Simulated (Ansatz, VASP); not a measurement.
# InAs in VASP and in Ansatz

Contents of INCAR:

```
SYSTEM = InAs
PREC = Accurate
ENCUT = 520
EDIFF = 1E-6
ISMEAR = 0
SIGMA = 0.05
LREAL = .False.
LASPH = .True.
NELM = 100
ALGO = Normal
ISIF = 2
LWAVE = .False.
LCHARG = .False.
GGA = PS
NBANDS = 16
```

The input KPOINTS:

```
Automatic mesh
0
Gamma
  6 6 6
  0 0 0
```

Contents of POSCAR:

```
InAs
1.0
    0.0000000000      3.0448292586      3.0448292586
    3.0448292586      0.0000000000      3.0448292586
    3.0448292586      3.0448292586      0.0000000000
In As
1 1
Direct
    0.0000000000      0.0000000000      0.0000000000
    0.7500000000      0.7500000000      0.7500000000
```

Input for Ansatz:

```yaml
crystal:
  lattice:
    - [0.0, 3.0448292586, 3.0448292586]
    - [3.0448292586, 0.0, 3.0448292586]
    - [3.0448292586, 3.0448292586, 0.0]
  atoms:
    - { symbol: In, position: [0.0, 0.0, 0.0] }
    - { symbol: As, position: [0.75, 0.75, 0.75] }
basis:
  ecutwfc: 420
  ecutrho_ratio: 4
kpoints:
  mp_grid: { grid: [6, 6, 6] }
hamiltonian:
  xc: pbesol
scf:
  occupations: { method: gaussian, width: 0.05 }
output:
  forces: true
  stress: true
  eigenvalues: true
```

Alike in both runs: task single point; functional PBEsol; k mesh 6 × 6 × 6; occupations gaussian, width 0.05 eV; no spin polarisation.

```csv
,VASP,Ansatz
version,VASP 6.6.1,Ansatz 0.2.0
potentials or method,"VASP PAW PBE potentials, release 64 (In_d, As)","scalar-relativistic, plane waves, PAW"
plane-wave cutoff (eV),520,420
valence electrons in the cell,18,28
```

VASP gave:

| Item | Value |
| --- | --- |
| gap on the k mesh at the Fermi level (eV) | none |
| pressure (GPa) | 0.1 |

Problem. Estimate Ansatz's values.

Solution. gap on the k mesh at the Fermi level (eV): none; pressure (GPa): 0.0.

A gap of «none» marks a metal or a gap that the smearing closes. The two sets of potentials don't hold the same shells in valence.

Caveats: the PAW data sets were made with another functional, which shifts forces and pressure a little (VASP).
